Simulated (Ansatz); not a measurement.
BaTiO3:

```xyz
5
Lattice="3.9998 0.0000 0.0000 0.0000 3.9998 0.0000 0.0000 0.0000 4.0180" Properties=species:S:1:pos:R:3 pbc="T T T"
Ba    0.0000    0.0000    0.0000
Ti    1.9999    1.9999    1.9688
O     0.0000    1.9999    2.0773
O     1.9999    0.0000    2.0773
O     1.9999    1.9999    0.0763
```

- Program: Ansatz 0.2.0
- Task: single point
- Functional: PBEsol
- Potentials or basis: all-electron LAPW, scalar-relativistic
- Cutoff: 432 eV (chosen from the basis error)
- Basis error allowed: 0.001 eV/atom
- k mesh: 7 × 7 × 7
- Occupations: fermi-dirac, width 0.05 eV
- Spin: no spin polarisation

On this cell: pressure -3.8 GPa; largest force 0.359 eV/Å; band gap on the k mesh 1.88 eV, indirect (least direct gap 2.04 eV).

The same run follows on a disturbed copy (atoms moved at random, drawn with an rms of 0.05 Å):

```xyz
5
Lattice="3.9998 0.0000 0.0000 0.0000 3.9998 0.0000 0.0000 0.0000 4.0180" Properties=species:S:1:pos:R:3 pbc="T T T"
Ba   -0.0396    0.0615   -0.0156
Ti    1.9874    2.0013    1.9824
O    -0.0148    2.0017    2.0594
O     2.0536    0.0018    2.0959
O     2.0258    1.9721    0.0990
```

Q: What does the disturbed cell give?

A: The energy moves by +7.1 meV/atom; pressure -3.3 GPa; largest force 0.461 eV/Å; band gap on the k mesh 1.90 eV, indirect (least direct gap 2.05 eV).

Forces in eV/Å, atoms in the order of the input:
```
Ba   0.217 -0.357  0.195
Ti   0.008  0.165 -0.319
O    0.434  0.046  0.080
O   -0.396 -0.044 -0.101
O   -0.263  0.190  0.146
```

Stress tensor (GPa, compression positive):
```
-3.55 -0.19  0.42
-0.19 -3.93 -0.19
 0.42 -0.19 -2.55
```

Caveats: spin-orbit coupling is left out, which moves the levels of the heavy elements; an odd mesh through Γ misses points on the zone boundary, where band edges often lie.
